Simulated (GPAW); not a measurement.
The system is Ga.

```
Ga
1.0
     3.81696   -2.32663    0.00000
     3.81696    2.32663    0.00000
     0.00000    0.00000    4.48825
Ga
4
Direct
  0.66555 0.00969 0.25000
  0.00969 0.66555 0.75000
  0.33445 0.99031 0.75000
  0.99031 0.33445 0.25000
```

This isn't the form of Ga at room conditions, which is orthorhombic.

* Program: GPAW 26.7.0
* Task: single point
* Functional: PBEsol
* Potentials or basis: PAW data sets generated in the run's folder for this functional
* Cutoff: 600 eV
* Basis: pw
* k mesh: 7 × 7 × 6
* Occupations: fermi-dirac, width 0.05 eV
* Spin: no spin polarisation

On this cell: pressure 0.8 GPa; largest force 0.036 eV/Å; band gap on the k mesh none (metal or under the smearing width).

The same run follows on a disturbed copy (atoms moved at random, drawn with an rms of 0.05 Å):

```
Ga
1.0
     3.81696   -2.32663    0.00000
     3.81696    2.32663    0.00000
     0.00000    0.00000    4.48825
Ga
4
Direct
  0.66244 0.01553 0.24065
  0.00084 0.67046 0.74945
  0.32588 0.98706 0.74578
  0.98970 0.33291 0.24535
```

Task: What changes?

Result: The energy (extrapolated to zero smearing) moves by +2.7 meV/atom; pressure 0.9 GPa; largest force 0.299 eV/Å; band gap on the k mesh none (metal or under the smearing width).

Forces on the atoms (eV/Å):
```
Ga  -0.198  0.020  0.122
Ga  -0.254 -0.104 -0.120
Ga   0.276 -0.031 -0.083
Ga   0.176  0.116  0.081
```

Stress tensor (GPa, compression positive):
```
 2.32 -0.20  0.01
-0.20 -0.04  0.11
 0.01  0.11  0.28
```
